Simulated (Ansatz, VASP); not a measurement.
Two plane-wave programs on NiO

File INCAR:

```
PREC = Accurate ; ENCUT = 600
EDIFF = 1E-6 ; ISMEAR = -1
SIGMA = 0.05 ; LREAL = False
LASPH = True ; NELM = 100
ALGO = Normal ; ISIF = 3
LWAVE = False ; LCHARG = False
ISPIN = 2 ; MAGMOM = 1 0
LORBIT = 11 ; LMAXMIX = 4
GGA = CA ; IBRION = 2
NSW = 40 ; EDIFFG = -0.02
```

KPOINTS

```
regular mesh
0
Gamma
  11 11 11
```

The input POSCAR:

```
NiO
1.0
    0.0000000000      2.0859016414      2.0859016414
    2.0859016414      0.0000000000      2.0859016414
    2.0859016414      2.0859016414      0.0000000000
Ni O
1 1
Direct
    0.0000000000      0.0000000000      0.0000000000
    0.5000000000      0.5000000000      0.5000000000
```

File input.yaml:

```yaml
crystal:
  lattice:
    - [0.0, 2.0859016414, 2.0859016414]
    - [2.0859016414, 0.0, 2.0859016414]
    - [2.0859016414, 2.0859016414, 0.0]
  atoms:
    - { symbol: Ni, position: [0.0, 0.0, 0.0], spin: 1.0 }
    - { symbol: O, position: [0.5, 0.5, 0.5] }
hamiltonian:
  xc: lda
  pseudopotentials: { kind: paw }
magnetization:
  spin_polarized: true
kpoints:
  mp_grid: { grid: [11, 11, 11] }
scf:
  occupations: { method: fermi_dirac, width: 0.05 }
output:
  forces: true
  stress: true
relax:
  f_tol: 0.01
  max_steps: 40
  cell: { stress_tol: 0.05 }
```

Alike in both runs: task relaxation of cell and atoms; functional LDA; k mesh 11 × 11 × 11; occupations fermi-dirac, width 0.05 eV; collinear spin, ferromagnetic start.

```csv
,VASP,Ansatz
version,VASP 6.6.1,Ansatz 0.2.0
potentials or method,"VASP PAW LDA potentials, release 64 (Ni, O)",Ansatz PAW
plane-wave cutoff (eV),600,420
valence electrons in the cell,16,24
```

Ansatz gave:

```
net moment per atom (μB)                                      : 0.15
size of the moment on the site where the two differ most (μB) : 0.25
relaxed volume (Å³/atom)                                      : 8.27
relaxed cell length with the largest relative difference (Å)  : 2.860
energy change over the relaxation (meV/atom)                  : -54
```

Task: What did VASP give for the same quantities?

Result: net moment per atom (μB): 0.14; size of the moment on the site where the two differ most (μB): 0.23; relaxed volume (Å³/atom): 8.28; relaxed cell length with the largest relative difference (Å): 2.861; energy change over the relaxation (meV/atom): -55.

Site moments also hang on the region over which each program counts them. The two sets of potentials don't hold the same shells in valence.

Caveats: semilocal functionals often make such compounds metallic where correlation or magnetic order opens a gap, which also shifts bond lengths (VASP); the plane-wave basis is chosen anew once the cell has moved, so the energies of steps on either side of that aren't comparable (Ansatz); the pressure holds a Pulay correction of +1.0 GPa for the finite cutoff (Ansatz); the PAW data sets come from PBE, with cores solved anew for the run's functional, which leaves a small shift of forces and pressure (Ansatz). With open d or f shells a metallic result of LDA can be an artefact of self-interaction; +U or a hybrid may open a gap. Zero-point motion and thermal expansion aren't in these numbers.
